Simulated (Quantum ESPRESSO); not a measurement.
Runs of Quantum ESPRESSO 7.5 on HfC. The structure is hexagonal, space group P6_3/mmc (No. 194). Conventional cell: a = 3.343 Å, b = 3.343 Å, c = 5.203 Å, α = 90.00°, β = 90.00°, γ = 120.00°. Hf (site symmetry -6m2) has 6 C at 2.33 Å as nearest neighbours. C (site symmetry -3m) has 6 Hf at 2.33 Å and 2 C at 2.60 Å as nearest neighbours. The cell comes from a database or a generator and needn't be the stable form of this composition.

| task | level | potentials or basis | form of the LDA correlation | gap on the mesh (eV) | pressure (GPa) | V0 of scaled cells (Å³/atom) | B0 (GPa) |
| --- | --- | --- | --- | --- | --- | --- | --- |
| band structure | LDA | GBRV 1.5 LDA | PZ81 | none | (a) | - | - |
| band structure | PBEsol | GBRV 1.5 PBEsol | - | none | (b) | - | - |
| equation of state | PBEsol | GBRV 1.5 PBEsol | - | - | - | 12.22 | 251 |
| equation of state | LDA | GBRV 1.5 LDA | PZ81 | - | - | 11.97 | 264 |

Alike in all rows: no spin polarisation; cell as given; k mesh 9 × 9 × 5; cutoff (eV) 612; smearing fermi-dirac 0.05 eV.

Estimate the missing entries.

(a) -12.3; (b) -7.2.

Caveats: some levels on the path didn't converge (some runs); the cell was scaled at fixed shape and fractional positions, which overstates the stiffness of a crystal with free parameters, most of all of layers and chains (some runs).

A k mesh can miss the band edges, and the runs leave out spin-orbit coupling on Hf.

A gap of «none» marks a metal or a gap under the smearing width.

Not every run made on this cell is shown here.
